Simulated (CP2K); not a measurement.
YN:

```
CELL_PARAMETERS angstrom
3.44856 0.00000 0.00000
1.72428 2.98654 0.00000
1.72428 0.99551 2.81574
ATOMIC_POSITIONS crystal
Y 0.00000 0.00000 0.00000
N 0.50000 0.50000 0.50000
```

Program: CP2K 2026.2. Alike in all runs: task band structure; no spin polarisation; cell as given; k mesh 9 × 9 × 9.

Question: Order these runs on this cell by their pressure, lowest first.
A. level PBEsol; potentials or basis POTENTIAL_UZH Y GTH-PBE-q11, N GTH-PBE-q5; TZVP-MOLOPT-PBE-GTH basis; smearing fermi-dirac 0.1 eV; EPS_DEFAULT 1.0E-9; NGRIDS 5; points a segment of the path (NPOINTS) 10; bands added on the path 2; CUTOFF of the grids 450 Ry
B. level r2SCAN; potentials or basis POTENTIAL_UZH Y GTH-SCAN-q11, N GTH-SCAN-q5; TZVP-MOLOPT-SCAN-GTH basis; smearing fermi-dirac 0.0259 eV; EPS_DEFAULT 1.0E-9; NGRIDS 4; points a segment of the path (NPOINTS) 6; bands added on the path 4; CUTOFF of the grids 675 Ry
C. level LDA; potentials or basis GTH_POTENTIALS Y GTH-PADE-q11, N GTH-PADE-q5; TZVP-MOLOPT-PBE-GTH basis; smearing fermi-dirac 0.01 eV; EPS_DEFAULT 1.0E-10; NGRIDS 4; points a segment of the path (NPOINTS) 8; bands added on the path 6; CUTOFF of the grids 450 Ry

Answer: C (-6.3 GPa), A (-0.6 GPa), B (2.6 GPa).

Caveats: the basis of atomic orbitals isn't converged, which shifts pressures, moduli and gaps; the potentials were made for another functional, which shifts forces and pressure (some runs).

Not every run made on this cell is shown here.
